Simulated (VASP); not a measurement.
An input for Ansatz (written as the equivalent of a VASP run, and not itself run):

Ansatz 0.2 input:
```yaml
crystal:
  lattice:
    - [0.0000000, 2.9513819, 2.9513819]
    - [2.9513819, 0.0000000, 2.9513819]
    - [2.9513819, 2.9513819, 0.0000000]
  atoms:
    - { symbol: Li, position: [0.0000000, 0.0000000, 0.0000000] }
    - { symbol: I, position: [0.4872941, 0.5127059, 0.5127059] }
kpoints:
  mp_grid: { grid: [8, 8, 8] }
hamiltonian:
  xc: pbesol
  pseudopotentials: { kind: paw }
scf:
  occupations: { method: gaussian, width: 0.05 }
  max_iter: 100
output: { forces: true, stress: true, eigenvalues: true }
```

**Question.** Write the VASP files for the same calculation (PBEsol).

**Answer.** One answer among several that fit: 
### POSCAR
```
LiI
1
    0.0000000000     2.9513818569     2.9513818569
    2.9513818569     0.0000000000     2.9513818569
    2.9513818569     2.9513818569     0.0000000000
Li I
1 1
Direct
  0.0000000000   0.0000000000   0.0000000000
  0.4872940874   0.5127059126   0.5127059126
```

File KPOINTS:
```
Automatic mesh
0
Gamma
8 8 8
0 0 0
```

### INCAR
```
SYSTEM = LiI
PREC = Accurate; ENCUT = 600; LREAL = .FALSE.
LASPH = .TRUE.
EDIFF = 1E-7; NELM = 100; ALGO = Normal
LMAXMIX = 4
ISMEAR = 0; SIGMA = 0.05
GGA = PS
ISIF = 2
LWAVE = .FALSE.; LCHARG = .FALSE.
```

POTCAR, in this order: Li_sv I (PBE.64 set). Program: vasp_std.

What does not carry over: each code has its own PAW files, so the cut-off isn't converted (ENCUT is set for VASP's; basis.ecutwfc is left out, and Ansatz then takes the one that its files recommend); Ansatz stops its SCF on the density residual and VASP on the energy change (EDIFF).

The compound is LiI in the rock salt structure. This cell was strained or had an atom moved on purpose.
